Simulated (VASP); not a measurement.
Set up this calculation in VASP 6.6.1, as the native input.

| Property | Result |
| --- | --- |
| Task | G0W0 quasiparticle levels |
| Functional | LDA |
| Potentials or basis | VASP PAW LDA potentials, release 64 (K_sv_GW, Cl_GW) |
| Cutoff | 500 eV |
| k mesh | 4 × 4 × 4 |
| Occupations | gaussian, width 0.01 eV |
| Spin | no spin polarisation |
| Ladder | free |
| GW scheme | G0W0 |
| GW iterations | 1 |
| Cutoff of the response function | 150 |
| Frequency points | 50 |
| Empty bands | 236 |
| Further INCAR settings | ALGO = EVGW0; EDIFF = 1e-08; NBANDS = 244 |

KCl:

```xyz
2
Lattice="3.8392 0.0000 0.0000 0.0000 3.8392 0.0000 0.0000 0.0000 3.8392" Properties=species:S:1:pos:R:3 pbc="T T T"
K     0.0000    0.0000    0.0000
Cl    1.9196    1.9196    1.9196
```

Measurements of this composition are mostly on another form, of space group No. 225.

One way to write it, as run:

POSCAR

```
KCl
1.0
    3.8391960000      0.0000000000      0.0000000000
    0.0000000000      3.8391960000      0.0000000000
    0.0000000000      0.0000000000      3.8391960000
K Cl
1 1
Direct
    0.0000000000      0.0000000000      0.0000000000
    0.5000000000      0.5000000000      0.5000000000
```

INCAR.step1

```
ALGO     = Normal         # electronic algorithm
EDIFF    = 1E-8           # SCF threshold, eV
ENCUT    = 500            # plane-wave cutoff, eV
ISMEAR   = 0              # smearing method
KPAR     = 4            
LASPH    = T              # aspherical terms in the spheres
LCHARG   = F              # write CHGCAR
LREAL    = F              # projectors in reciprocal space
LWAVE    = T              # write WAVECAR
NELM     = 80             # most SCF steps
PREC     = Accurate       # precision mode
SIGMA    = 0.01           # smearing width, eV
```

INCAR.step2

```
ALGO     = Exact          # electronic algorithm
EDIFF    = 1E-8           # SCF threshold, eV
ENCUT    = 500            # plane-wave cutoff, eV
ISMEAR   = 0              # smearing method
ISTART   = 1            
KPAR     = 4            
LASPH    = T              # aspherical terms in the spheres
LCHARG   = F              # write CHGCAR
LOPTICS  = T              # frequency-dependent dielectric function
LREAL    = F              # projectors in reciprocal space
LWAVE    = T              # write WAVECAR
NBANDS   = 244            # bands
NELM     = 1              # most SCF steps
PREC     = Accurate       # precision mode
SIGMA    = 0.01           # smearing width, eV
```

INCAR.step3

```
ALGO     = EVGW0          # electronic algorithm
EDIFF    = 1E-8           # SCF threshold, eV
ENCUT    = 500            # plane-wave cutoff, eV
ENCUTGW  = 150            # cutoff of the response function
ISMEAR   = 0              # smearing method
ISTART   = 1            
KPAR     = 4            
LASPH    = T              # aspherical terms in the spheres
LCHARG   = F              # write CHGCAR
LREAL    = F              # projectors in reciprocal space
LWAVE    = F              # write WAVECAR
NBANDS   = 244            # bands
NBANDSGW = 16           
NELMGW   = 1            
NOMEGA   = 50             # frequency points
PREC     = Accurate       # precision mode
PRECFOCK = Fast         
SIGMA    = 0.01           # smearing width, eV
```

KPOINTS

```
k-points
0
Gamma
  4 4 4
```

Potentials or basis: VASP PAW LDA potentials, release 64 (K_sv_GW, Cl_GW).

Command:

```bash
$ cat potpaw_LDA.64/K_sv_GW/POTCAR potpaw_LDA.64/Cl_GW/POTCAR > POTCAR
$ cp INCAR.step1 INCAR
$ mpirun -np 4 vasp_std > vasp.out
$ cp INCAR.step2 INCAR
$ mpirun -np 4 vasp_std > vasp.out
$ cp INCAR.step3 INCAR
$ mpirun -np 4 vasp_std > vasp.out
```

Results of the run:

```yaml
Band_gap_on_the_k_mesh_mean-field_level: 4.37 eV, indirect (least direct gap 4.58 eV)
Quasiparticle_gap: 7.29 eV
Least_direct_quasiparticle_gap: 7.52 eV
```

Caveat: bands, screening cutoff and mesh are small and nothing is extrapolated, so the quasiparticle values aren't converged.

It took 69 s on 4 MPI ranks on Intel(R) Xeon(R) Platinum 8559C (Emerald Rapids), on a shared host, peak memory 0.64 GiB a rank.
